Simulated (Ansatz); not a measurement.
Strength of the C–N bond: C4H9NO → C2H6N + C2H3O

Species: C4H9NO (dimethylacetamide) `CC(=O)N(C)C`, singlet; C2H6N `C[N]C`, doublet; C2H3O (acetyl radical) `C[C]=O`, doublet. 

Shapes, held fixed at every level: PBE0-D4/def2-TZVP. Flexible molecules stand in one conformer, not always the lowest. Programs: Ansatz 0.2.0. The zero-point and thermal change to 298 K, harmonic and unscaled (PBE0-D4/def2-TZVP), is -20.9 kJ/mol.

(1) Estimate ΔH(298 K) of this reaction.

Answers

(1) The highest level, CCSD(T)/CBS estimate, gives ΔH(298 K) = +379.1 kJ/mol; the levels span +241.6 to +405.2. The column of differences is taken from that level and isn't an error. Hartree–Fock misses the correlation of the pair that is broken and comes out low. No measured value is set beside it here. Open shells run unrestricted unless RO is named. The CBS estimate extrapolates MP2 from def2-TZVPP and def2-QZVPP and adds CCSD(T) − MP2 in the triple-zeta set, cores frozen.

```tsv
level	kind	ΔH(298 K) (kJ/mol)	less CCSD(T)/CBS estimate
HF/def2-TZVPP	Hartree–Fock	+241.6	-137.5
PBE-D4/def2-TZVPP	GGA	+370.0	-9.1
r2SCAN-D4/def2-TZVPP	meta-GGA	+353.9	-25.2
MP2/def2-TZVPP	perturbation theory	+405.2	+26.1
CCSD(T)/def2-SVP	coupled cluster or CI	+376.0	-3.1
CCSD/def2-TZVPP	coupled cluster or CI	+357.2	-21.9
CCSD(T)/CBS estimate	coupled cluster or CI	+379.1	0.0
```
